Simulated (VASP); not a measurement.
# PbSe (Clausthalite) (Fm-3m) in VASP: further runs

PbSe (Clausthalite) is run at these levels: PBE; tasks: single point.

Everything below comes from runs of VASP 6.6.1. Logs are shortened: lines on timing, memory, paths and dates and some standing lists are left out, and cuts for length are marked.

**The experiment to reproduce.**

From a printed reference work, monograph, for a bulk crystal of PbSe: band gap 0.15 eV (direct) at 4.2 K; band gap 0.28 eV (direct) at 300 K.

The results are compared with them further down.

## (1) The cell of the first run

Symmetry: Fm-3m, No. 225, cubic system. Conventional cell: a = 6.121 Å, b = 6.121 Å, c = 6.121 Å, α = 90.00°, β = 90.00°, γ = 90.00°. Within 4.0 Å of Pb (site symmetry m-3m) lie 6 Se at 3.06 Å. Se (site symmetry m-3m) has 6 Pb at 3.06 Å within 4.0 Å.

## (2) Single point, PBE

INCAR reads:

```
SYSTEM = PbSe
  PREC = Accurate
  ENCUT = 500
  EDIFF = 1E-6
  ISMEAR = 0
  SIGMA = 0.01
  LREAL = .False.
  LASPH = .True.
  NELM = 120
  ALGO = Normal
  ISIF = 2
  LWAVE = .False.
  LCHARG = .False.
  GGA = PE
  NBANDS = 17
  GGA_COMPAT = .False.
```

KPOINTS reads:

```
Automatic mesh
0
Gamma
  6 6 6
  0 0 0
```

POSCAR reads:

```
PbSe
1.0
    4.3284130000      0.0000000000      0.0000000000
    2.1642065000      3.7485156161      0.0000000000
    2.1642065000      1.2495052054      3.5341344153
Pb Se
1 1
Direct
    0.0000000000      0.0000000000      0.0000000000
    0.5000000000      0.5000000000      0.5000000000
```

Potentials or basis: VASP PAW PBE potentials, release 64 (Pb_d, Se).

Started as:

```
cat potpaw_PBE.64/Pb_d/POTCAR potpaw_PBE.64/Se/POTCAR > POTCAR
mpirun -np 1 vasp_std > vasp.out
```

OUTCAR:

```text
SYSTEM = PbSe
   PREC = Accurate
   ENCUT = 500
   EDIFF = 1E-6
   ISMEAR = 0
   LREAL = .False.
   LASPH = .True.
   NELM = 120
   ISIF = 2
   GGA = PE

 ion  position               nearest neighbor table
   1  0.000  0.000  0.000-   2 3.06   2 3.06   2 3.06   2 3.06   2 3.06   2 3.06
   2  0.500  0.500  0.500-   1 3.06   1 3.06   1 3.06   1 3.06   1 3.06   1 3.06

  LATTYP: Found a face centered cubic cell.
 ALAT       =     6.1213003682

  Lattice vectors:

 A1 = (   4.3284130000,   0.0000000000,   0.0000000000)
 A2 = (   2.1642065000,   3.7485156161,   0.0000000000)
 A3 = (   2.1642065000,   1.2495052054,   3.5341344153)

Analysis of symmetry for initial positions (statically):
=====================================================================
 Subroutine PRICEL returns:
 Original cell was already a primitive cell.

 Routine SETGRP: Setting up the symmetry group for a
 face centered cubic supercell.

 Subroutine GETGRP returns: Found 48 space group operations
 (whereof 48 operations were pure point group operations)
 out of a pool of 48 trial point group operations.

The static configuration has the point symmetry O_h .

Analysis of symmetry for dynamics (positions and initial velocities):
=====================================================================
 Subroutine PRICEL returns:
 Original cell was already a primitive cell.

 Routine SETGRP: Setting up the symmetry group for a
 face centered cubic supercell.

 Subroutine GETGRP returns: Found 48 space group operations
 (whereof 48 operations were pure point group operations)
 out of a pool of 48 trial point group operations.

The dynamic configuration has the point symmetry O_h .

 Subroutine INISYM returns: Found 48 space group operations
 (whereof 48 operations are pure point group operations),
 and found     1 'primitive' translations

----------------------------------------------------------------------------------------

                                     Primitive cell

  volume of cell :      57.3418

  direct lattice vectors                    reciprocal lattice vectors
     4.328413000  0.000000000  0.000000000     0.231031558 -0.133386132 -0.094318239
     2.164206500  3.748515616  0.000000000     0.000000000  0.266772265 -0.094318239
     2.164206500  1.249505205  3.534134415     0.000000000  0.000000000  0.282954716

  length of vectors
     4.328413000  4.328413000  4.328413000     0.282954716  0.282954716  0.282954716

  position of ions in fractional coordinates (direct lattice)
     0.000000000  0.000000000  0.000000000
     0.500000000  0.500000000  0.500000000

  ion indices of the primitive-cell ions
[... 66 lines left out ...]
   EDIFF  = 0.1E-05   stopping-criterion for ELM
   LREAL  =      F    real-space projection
   EDIFFG = 0.1E-04   stopping-criterion for IOM
   NSW    =      0    number of steps for IOM
   IBRION =     -1    ionic relax: 0-MD 1-quasi-New 2-CG
   NFREE  =      0    steps in history (QN), initial steepest desc. (CG)
   ISIF   =      2    stress and relaxation
   ISYM   =      2    0-nonsym 1-usesym 2-fastsym
   POTIM  = 0.5000    time-step for ionic-motion
   TEBEG  =    0.0;   TEEND  =   0.0 temperature during run
   PSTRESS=    0.0 pullay stress
   NELECT =      20.0000    total number of electrons
   NUPDOWN=      -1.0000    fix difference up-down
   EMIN   =  10.00;   EMAX   =-10.00  energy-range for DOS
   EFERMI =   0.00;   METHOD = LEGACY
   ISMEAR =     0;   SIGMA  =   0.01  broadening in eV -4-tet -1-fermi 0-gaus
   EFERMI_NEDOS =   21; number of points for ismear=-14 and -15
   IALGO  =     38    algorithm
   IMIX   =      4    mixing-type and parameters
     AMIX     =   0.40;   BMIX     =  1.00
     AMIX_MAG =   1.60;   BMIX_MAG =  1.00
  volume/ion in A,a.u.               =      28.67       193.48
  Fermi-wavevector in a.u.,A,eV,Ry     =   1.152377  2.177676 18.068157  1.327972
  Thomas-Fermi vector in A             =   2.289028
   LORBIT       =      0    0 simple, 1 ext, 2 COOP (PROOUT), +10 PAW based schemes
   GGA     = PE    functional components
   LHFCALC =     F    Hartree Fock is set to
   AEXX    =    0.0000 exact exchange contribution
   IVDW    =     0    specifies the selected vdW correction
   LEPSILON=     F    determine dielectric tensor
   LRPA    =     F    only Hartree local field effects (RPA)
 non-spin polarized calculation
 Gauss-broadening in eV      SIGMA  =   0.01
  energy-cutoff  :      500.00
  volume of cell :       57.34
 maximum number of plane-waves:      1470
   NGX = 15   NGY = 15   NGZ = 15

 number of electron      20.0000000 magnetization

 Free energy of the ion-electron system (eV)
  ---------------------------------------------------
  ext. energy  EPLUGINS =         0.00000000
  ---------------------------------------------------
  free energy    TOTEN  =        -8.18129255 eV

  energy without entropy =       -8.18129255  energy(sigma->0) =       -8.18129255

 E-fermi :   5.1109     XC(G=0):  -9.5314

 val. band max:        5.0675195250   @ k =   0.5000   0.0000  -0.0000
 cond. band min:       5.3600345729   @ k =   0.5000   0.0000  -0.0000
 fundamental gap:      0.2925150480
 Fermi energy:         5.1108552028

 k-point     1 :       0.0000    0.0000    0.0000
  band No.  band energies     occupation
      1     -11.7673      2.00000
      2     -11.7673      2.00000
      3     -11.7673      2.00000
      4     -11.7635      2.00000
      5     -11.7635      2.00000
      6      -8.5281      2.00000
[... 297 lines left out ...]
      4     -11.7390      2.00000
      5     -11.7226      2.00000
      6      -7.0709      2.00000
[... 9 lines left out ...]
     16      16.7352      0.00000
     17      17.7162      0.00000

------------------------ aborting loop because EDIFF is reached ----------------------------------------

  FORCE on cell =-STRESS in cart. coord.  units (eV):
  Direction    XX          YY          ZZ          XY          YZ          ZX
  --------------------------------------------------------------------------------------
  -------------------------------------------------------------------------------------
  Total        0.8464894      0.8464894      0.8464894      0.0000000      0.0000000     -0.0000000
  in kB       23.6516278     23.6516278     23.6516278      0.0000000      0.0000000     -0.0000000
  external PRESSURE =      23.6516278 kB  Pullay stress =       0.0000000 kB

 VOLUME and BASIS-vectors are now :
 -----------------------------------------------------------------------------
  energy-cutoff  :      500.00
  volume of cell :       57.34
      direct lattice vectors                 reciprocal lattice vectors
     4.328413000  0.000000000  0.000000000     0.231031558 -0.133386132 -0.094318239
     2.164206500  3.748515616  0.000000000     0.000000000  0.266772265 -0.094318239
     2.164206500  1.249505205  3.534134415     0.000000000  0.000000000  0.282954716

 POSITION                                       TOTAL-FORCE (eV/Angst)
 -----------------------------------------------------------------------------------
      0.00000      0.00000      0.00000        -0.000000      0.000000      0.000000
      4.32841      2.49901      1.76707         0.000000     -0.000000      0.000000
 -----------------------------------------------------------------------------------
    total drift:                               -0.000000      0.000000      0.000000

  FREE ENERGIE OF THE ION-ELECTRON SYSTEM (eV)
  ---------------------------------------------------
  free  energy   TOTEN  =        -8.1812925496 eV

  energy  without entropy=       -8.1812925496  energy(sigma->0) =       -8.18129255
```

stdout:

```text
POSCAR found type information on POSCAR PbSe
 POSCAR found :  2 types and       2 ions
 scaLAPACK will be used
 LDA part: xc-table for (Slater+PW92), standard interpolation
 POSCAR, INCAR and KPOINTS ok, starting setup
 FFT: planning ... GRIDC
 FFT: planning ... GRID_SOFT
 FFT: planning ... GRID
 WAVECAR not read
 entering main loop
```

It took 26 s on 1 thread of AMD EPYC 7R13, shared host; peak memory 0.15 GiB.

What came out:

```
Free energy            : -8.1813 eV
Pressure               : 2.4 GPa
Band gap on the k mesh : 0.29 eV, direct
```

Caveat: spin-orbit coupling is left out, which moves the levels of the heavy elements.

## (3) Single point, PBE

INCAR reads:

```
ALGO = Normal
EDIFF = 1E-6
ENCUT = 500
GGA = PE
GGA_COMPAT = F
ISIF = 2
ISMEAR = 0
LASPH = T
LCHARG = F
LREAL = F
LWAVE = F
NBANDS = 17
NELM = 120
PREC = Accurate
SIGMA = 0.01
```

KPOINTS reads:

```
k-points
0
Gamma
  6 6 6
```

POSCAR is that of step 2.

Potentials or basis: VASP PAW PBE potentials, release 64 (Pb_d, Se).

Started as:

```
cat potpaw_PBE.64/Pb_d/POTCAR potpaw_PBE.64/Se/POTCAR > POTCAR
mpirun -np 1 vasp_std > vasp.out
```

It took 30 s on 1 thread of AMD EPYC 7R13, shared host; peak memory 0.15 GiB.

It converged, with:

- Free energy: -8.1813 eV
- Pressure: 2.4 GPa
- Band gap on the k mesh: 0.29 eV, direct

Levels at points of the mesh, in eV from the valence-band top:
```tsv
k point	band 6	band 7	band 8	band 9	band 10	band 11	band 12	band 13	band 14	band 15
(0.00, 0.00, 0.00)	-13.60	-6.30	-1.88	-1.88	-1.88	4.71	4.71	4.71	6.52	6.52
(0.50, 0.00, 0.00)	-12.53	-8.80	-1.47	-1.47	0.00	0.29	1.70	1.70	8.55	10.15
(0.50, 0.50, 0.00)	-12.16	-7.38	-4.98	-3.24	-3.24	3.69	5.61	5.61	6.05	11.29
```

Caveat: spin-orbit coupling is left out, which moves the levels of the heavy elements.

## (4) Comparison with measurements

Step 2. A measured gap of PbSe is 0.15 eV (direct; 4.2 K; a printed reference work, monograph); the calculated 0.29 eV misses it by +0.14 eV. 2 values of this kind are on record (0.15 to 0.28 eV); this one was drawn at random. Spin-orbit coupling on Pb, Se is left out. The value is that of PBE on a finite k mesh, which can miss the band edges, without temperature or zero-point motion.

Step 3. A measured gap of PbSe is 0.28 eV (direct; 300 K; a printed reference work, monograph); the calculated 0.29 eV misses it by +0.01 eV. 2 values of this kind are on record (0.15 to 0.28 eV); this one was drawn at random. Spin-orbit coupling on Pb, Se is left out. The value is that of PBE on a finite k mesh, which can miss the band edges, without temperature or zero-point motion.
